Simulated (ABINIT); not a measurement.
TiTe2, 3 atoms in the cell. Symmetry: P-3m1, No. 164, trigonal system. The conventional cell has a = 3.777 Å, b = 3.777 Å, c = 6.498 Å, α = 90.00°, β = 90.00°, γ = 120.00°. Te (site symmetry 3m) has 3 Ti at 2.77 Å as nearest neighbours. Around Ti (site symmetry -3m) lie 6 Te at 2.77 Å. 

- Program: ABINIT 10.8.3 (patched build)
- Task: single point
- Functional: PBE
- Potentials or basis: SG15 NC PBE v1.2
- Cutoff: 707 eV
- k mesh: 6 × 6 × 3
- Occupations: fermi-dirac, width 0.05 eV
- Spin: no spin polarisation

Potentials or basis: SG15 NC PBE v1.2.

The run is started by

```console
$ abinit run.abi > log 2>&1
```

Hardware: 1 thread of Arm Neoverse V2 (shared host).

Problem. Estimate the wall time of this run.

Solution. Run time: 59 s on 1 thread of Arm Neoverse V2, on a shared host, peak memory 0.09 GiB. Counts: scf iterations 14, mpi ranks 1, k points 17, bands 27, plane waves 3437.
